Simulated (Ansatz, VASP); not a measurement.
InSe in VASP and in Ansatz

```xyz
4
Lattice="2.0000 1.1547 8.4400 -2.0000 1.1547 8.4400 0.0000 -2.3094 8.4400" Properties=species:S:1:pos:R:3 pbc="T T T"
In    0.0000    0.0000    0.0119
In    0.0000    0.0000    2.8079
Se    0.0000    0.0000   15.5834
Se    0.0000    0.0000   20.9946
```

Alike in both runs: functional PBE; dispersion D3(BJ); k mesh 12 × 12 × 12; occupations gaussian, width 0.02 eV; no spin polarisation.

Ansatz relaxed the structure, and its values are those at the end. VASP's run is a single point on that final structure, the one shown.

|  | VASP | Ansatz |
| --- | --- | --- |
| version | VASP 6.6.1 | Ansatz 0.2.0 |
| potentials or method | VASP PAW PBE potentials, release 64 (In_d, Se) | scalar-relativistic, plane waves, PAW |
| plane-wave cutoff (eV) | 520 | 420 |
| valence electrons in the cell | 38 | 58 |

VASP gave:

- gap on the k mesh at the Fermi level (eV): 0.50
- least direct gap on the mesh (eV): 0.50
- pressure (GPa): 0.4
- rms of the force components (eV/Å): 0.008

Q: What did Ansatz give for the same quantities?

A: gap on the k mesh at the Fermi level (eV): 0.51; least direct gap on the mesh (eV): 0.51; pressure (GPa): 0.3; rms of the force components (eV/Å): 0.000.

The two sets of potentials don't hold the same shells in valence. Ansatz warned: «stress_scf_threshold_loose».

Caveats: spin-orbit coupling is left out, which moves the levels of the heavy elements. A k mesh can miss the band edges.
